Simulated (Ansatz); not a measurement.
# Al2P3: the cost of one run

Computed with Ansatz 0.2.0 (reference: DFT PBE, plane waves, PAW, scalar-relativistic, no spin polarisation, unless a step's input says otherwise).

1 further run of the same task is left out (it didn't finish).

### 1 The starting structure

The structure is orthorhombic, space group Fmmm (No. 69). The conventional cell has a = 7.849 Å, b = 8.293 Å, c = 12.474 Å, α = 90.00°, β = 90.00°, γ = 90.00°. Al (site symmetry 222) has 8 P at 3.07 to 3.15 Å as nearest neighbours. Around P (site symmetry m) lie 2 P at 1.78 Å. P (site symmetry mm2) is surrounded by 2 P at 1.78 Å. Around Al (site symmetry m2m) lie 10 P at 2.97 to 3.10 Å.

As a file:

```
CELL_PARAMETERS angstrom
-4.14665 0.00000 3.92460
4.14665 0.00000 3.92460
0.00000 6.23703 3.92460
ATOMIC_POSITIONS crystal
Al 0.75000 0.25000 0.50000
Al 0.25000 0.75000 0.50000
P 0.12460 0.12460 0.14240
P 0.26700 0.26700 0.85760
P 0.87540 0.87540 0.85760
P 0.73300 0.73300 0.14240
P 0.85650 0.85650 0.28700
P 0.14350 0.14350 0.71300
Al 0.71227 0.28773 0.00000
Al 0.28773 0.71227 0.00000
```

### 2 Reference

The input, input.yaml:

```yaml
crystal:
  lattice:
    - [-4.146655, 0.0, 3.924602]
    - [4.146655, 0.0, 3.924602]
    - [0.0, 6.237031, 3.924602]
  atoms:
    - { symbol: Al, position: [0.75, 0.25, 0.5] }
    - { symbol: Al, position: [0.25, 0.75, 0.5] }
    - { symbol: P, position: [0.1246, 0.1246, 0.1424] }
    - { symbol: P, position: [0.267, 0.267, 0.8576] }
    - { symbol: P, position: [0.8754, 0.8754, 0.8576] }
    - { symbol: P, position: [0.733, 0.733, 0.1424] }
    - { symbol: P, position: [0.8565, 0.8565, 0.287] }
    - { symbol: P, position: [0.1435, 0.1435, 0.713] }
    - { symbol: Al, position: [0.71227, 0.28773, 0.0] }
    - { symbol: Al, position: [0.28773, 0.71227, 0.0] }
  symmetry: { tolerance: 0.0003 }
kpoints:
  mp_grid: { grid: [4, 4, 4], shift: [0, 0, 0] }
magnetization:
  spin_polarized: false
scf:
  occupations: { method: fermi_dirac }
hamiltonian:
  pseudopotentials: { kind: paw }
  xc: pbe
basis:
  ecutwfc: 420
output:
  forces: true
  stress: true
  eigenvalues: true
  write_density: true
  write_potential: true
  elf: true
  volumetric_format: npy
```

Launch:

```console
ansatz run input.yaml --threads 1 --pin off --max-ram 2560MiB --backend cpu --events-out ev --progress --plain --runs-dir out
```

**Question.** How long does this run take on 1 thread of Intel Xeon Platinum 8259CL at 2.50GHz (Skylake/Cascade Lake), shared host, and how much memory does it need?

About 11 s, with a peak of 0.48 GiB.
